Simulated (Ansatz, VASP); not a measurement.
Cd: VASP beside Ansatz

INCAR

```
SYSTEM = Cd
ALGO = Normal ; EDIFF = 1E-7
ENCUT = 520 ; GGA = PE
ISIF = 2 ; ISMEAR = -1
LASPH = .TRUE. ; LCHARG = .FALSE.
LREAL = .FALSE. ; LWAVE = .FALSE.
NBANDS = 12 ; NELM = 60
PREC = Accurate ; SIGMA = 0.05
```

File KPOINTS:

```
k-points
0
G
  10 10 10
  0 0 0
```

Contents of POSCAR:

```
Cd
1.0
   -1.7486355600      1.7843220000      1.7843220000
    1.7486355600     -1.7843220000      1.7843220000
    1.7486355600      1.7843220000     -1.7843220000
Cd
1
Direct
    0.0000000000      0.0000000000      0.0000000000
```

input.yaml

```yaml
crystal:
  lattice:
    - [-1.74863556, 1.784322, 1.784322]
    - [1.74863556, -1.784322, 1.784322]
    - [1.74863556, 1.784322, -1.784322]
  atoms:
    - { symbol: Cd, position: [0.0, 0.0, 0.0] }
hamiltonian:
  xc: pbe
  pseudopotentials: { kind: paw }
kpoints:
  mp_grid: { grid: [10, 10, 10] }
scf:
  occupations: { method: fermi_dirac, width: 0.05 }
output:
  forces: true
  stress: true
  eigenvalues: true
  write_density: true
  write_potential: true
  elf: true
  volumetric_format: npy
```

Change from the starting cell: strain = -0.02.

Alike in both runs: task single point; functional PBE; k mesh 10 × 10 × 10; occupations fermi-dirac, width 0.05 eV; no spin polarisation.

|  | VASP | Ansatz |
| --- | --- | --- |
| version | VASP 6.6.1 | Ansatz 0.2.0 |
| potentials or method | VASP PAW PBE potentials, release 64 (Cd) | Ansatz PAW |
| plane-wave cutoff (eV) | 520 | 420 |
| valence electrons in the cell | 12 | 20 |

Ansatz gave:

```
gap on the k mesh at the Fermi level (eV)       : none
pressure (GPa)                                  : 2.0
largest component of the traceless stress (GPa) : 1.26
```

Task: What did VASP give for the same quantities?

Result: gap on the k mesh at the Fermi level (eV): none; pressure (GPa): 2.3; largest component of the traceless stress (GPa): 1.26.

A gap of «none» marks a metal or a gap that the smearing closes. The two sets of potentials don't hold the same shells in valence.
